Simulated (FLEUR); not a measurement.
C: band structure with r2SCAN

The system is C.

```
C
1.0
     2.12732   -1.22828    0.00000
     2.12732    1.22828    0.00000
    -1.37907    0.00000    3.50283
C
2
Direct
  0.16664 0.16664 0.99991
  0.83336 0.83336 0.00009
```

This is a stacking variant of graphite.

* Program: FLEUR MaX-R8.1 (later development tree)
* Task: band structure
* Functional: r2SCAN
* Potentials or basis: all-electron
* Basis: FLAPW
* Kmax: 5.81 1/bohr
* k mesh: 13 × 13 × 8
* Occupations: fermi-dirac, width 0.05 eV
* Spin: no spin polarisation
* Gmax: 18 1/bohr
* Muffin-tin radii: C 1.24 bohr
* lmax: C 8
* lnonsphr: C 8
* Local orbitals a species: C 3
* Max iterations: 80
* Mixing factor: 0.05
* Mixer: Anderson
* Mixer history: 30
* Density convergence: 0.0001 me/bohr^3

```json
{
  "Band gap on the k mesh": "0.99 eV, indirect (least direct gap 1.00 eV)",
  "Band gap along the path": "0.76 eV, direct",
  "Valence electrons inside the program's atomic spheres": "C 1.77 (radii C 1.24 bohr)"
}
```

Levels at the corners of the path, in eV from the valence-band top:
```
point  band 2  band 3  band 4  band 5  band 6  band 7
    Γ   -6.91   -2.85   -2.84    4.43    9.14    9.15
    Y  -13.67   -6.47   -2.44    1.85    7.99   13.87
    F  -11.98   -6.27   -2.86    3.05    8.16   10.43
    L  -13.73   -6.44   -1.92    2.41    8.29   12.58
    I  -12.54  -10.52   -0.92    1.46   11.33   14.26
   I1  -12.54  -10.52   -0.92    1.46   11.33   14.26
    Z   -8.52   -2.86   -2.85    9.11    9.11   10.38
   F1  -11.98   -6.27   -2.86    3.05    8.16   10.43
    Y  -13.67   -6.47   -2.44    1.85    7.99   13.87
   X1  -13.02   -9.46   -1.31    1.57   12.01   12.07
    X  -13.02   -9.46   -1.31    1.57   12.01   12.07
    Γ   -6.91   -2.85   -2.84    4.43    9.14    9.15
    N  -13.67   -6.46   -2.48    1.80    7.99   13.96
    M  -13.74   -6.43   -1.87    2.47    8.29   12.49
    Γ   -6.91   -2.85   -2.84    4.43    9.14    9.15
```

Core levels (eV from the Fermi level):
| atom | levels |
| --- | --- |
| 1 C | 1s1/2 -265.9 |
| 2 C | 1s1/2 -265.9 |

Run time: 4.7 min on 1 thread of Arm Neoverse V2, with other jobs on the host, peak memory 0.08 GiB.

Caveat: the meta-GGA is that of a development version, with a GGA for the radial functions and cores and without core tails; the mesh misses the band edges, which the band path finds closer together. r2SCAN opens gaps a little over a GGA but as a rule still falls short of measured ones.
